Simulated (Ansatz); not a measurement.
# Ti6S: the cost of one run

Program: Ansatz 0.2.0. Level of theory: DFT PBE, scalar-relativistic, plane waves, PAW. These are calculated values, not measurements.

2 further runs of the same task are left out: 2 set aside as unsound or not needed.

### Step 1. Starting point

Symmetry: Pm, No. 6, monoclinic system. Conventional cell: a = 2.832 Å, b = 4.579 Å, c = 22.051 Å, α = 90.00°, β = 90.00°, γ = 90.00°. Ti (site symmetry m) is surrounded by 7 Ti at 2.64 to 3.00 Å. Around Ti (site symmetry m) lie 12 Ti at 2.83 to 3.03 Å. Ti (site symmetry m) is surrounded by 11 Ti at 2.64 to 3.00 Å. Around Ti (site symmetry m) lie 5 Ti at 2.56 to 2.83 Å. Around Ti (site symmetry m) lie 12 Ti at 2.83 to 2.99 Å. Ti (site symmetry m) has 1 S at 2.23 Å and 1 Ti at 2.56 Å as nearest neighbours. S (site symmetry m) has 1 Ti at 2.23 Å as nearest neighbours.

As a file:

```xyz
7
Lattice="2.8320 0.0000 0.0000 0.0000 4.5793 0.0000 0.0000 0.0000 22.0507" Properties=species:S:1:pos:R:3 pbc="T T T"
Ti    1.4160    0.0000    4.0000
Ti    0.0000    2.2897    5.3219
Ti    1.4160    0.0000    6.6439
Ti    1.4160    2.2897    7.9952
Ti    0.0000    0.0000    9.2793
Ti    1.4160    2.2897   10.5507
S     2.3600    2.2897   12.5705
```

This is the geometry of the first run shown, built on a cell relaxed beforehand with the same method.

### Step 2. What is varied

Atoms count from 1 in the order of the input.

S is moved over the surface cell; relaxed at each place: the height of the adsorbate's atoms; substrate rigid; the origin of the map has the adsorbate above Ti6.

The axes are (1) position of S7 along the first surface vector, from above Ti6: 6 values from 0.000 to 0.833, periodic; (2) position of S7 along the second surface vector, from above Ti6: 10 values from 0.0 to 0.9, periodic.

Relaxed at each point: the height of the adsorbate's atoms; substrate rigid. Points are written as (first, second).

The two vectors of the plane (Å): (2.832, 0.000, 0.000); (0.000, 4.579, 0.000).

### Step 3. The run at (2/6, 0/10) of the map's two axes

input.yaml

```yaml
crystal:
  lattice:
    - [2.831972786, 0.0, 0.0]
    - [0.0, 4.579347338, 0.0]
    - [0.0, 0.0, 22.0506909065]
  atoms:
    - { symbol: Ti, position: [0.5, 0.0, 0.1814002118] }
    - { symbol: Ti, position: [0.0, 0.5, 0.241350429] }
    - { symbol: Ti, position: [0.5, 0.0, 0.3013006462] }
    - { symbol: Ti, position: [0.5, 0.5, 0.3625816208] }
    - { symbol: Ti, position: [0.0, 0.0, 0.4208167734] }
    - { symbol: Ti, position: [0.5, 0.5, 0.4784743912] }
    - { symbol: S, position: [0.8333333333, 0.5, 0.5700734059] }
basis:
  ecutwfc: 420
kpoints:
  mp_grid: { grid: [9, 6, 1] }
hamiltonian:
  xc: pbe
  pseudopotentials: { kind: paw, azcp: { folder: soft_1 } }
scf:
  occupations: { method: gaussian, width: 0.1 }
output:
  forces: true
  eigenvalues: true
relax:
  adjacent_minimum: "off"
  f_tol: 0.025
  max_steps: 16
  constraints: [{ sites: [0, 1, 2, 3, 4, 5] }, { sites: [6], fix: xy }]
efield:
  axis: 3
  dipole_correction: true
  ramp_width: 0.04
```

Started as:

```
ansatz run input.yaml --threads 2 --pin off --max-ram 6144MiB --backend cpu --events-out ev --progress --plain --runs-dir out
```

What time and memory should one allow on 2 threads of Intel Xeon 6975P-C (Granite Rapids), shared host?

About 27 s, with a peak of 0.65 GiB.
